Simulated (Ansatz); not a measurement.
Basis-set extrapolation for `C1[C@H]2C[C@@H]12` (PBE0-D4/def2-TZVP geometry, frozen core, Ansatz 0.2.0). Multiplicity 1, RHF reference.

```
                      def2-TZVPP   def2-QZVPP
                 HF  -154.929499  -154.936471
    MP2 correlation    -0.667118    -0.708300
CCSD(T) correlation    -0.726118      not run
```

Energies in hartree. Use E(X) = E(∞) + A·exp(−7.88·√X) for Hartree–Fock and E(X) = E(∞) + B·X^(−2.97) for correlation, with X = 3 and 4, and add CCSD(T) minus MP2 of the smaller set to the MP2 limit.

Q: What is the CCSD(T) energy at the basis-set limit?

A: HF limit: -154.936471 + (-0.006972) × 0.13774 = -154.93743. MP2 limit: -0.708300 + (-0.041182) × 0.74074 = -0.73881. Higher-order term: -0.726118 − (-0.667118) = -0.05900. Total: -155.73524 hartree, 50.0 kcal/mol below CCSD(T)/def2-TZVPP.
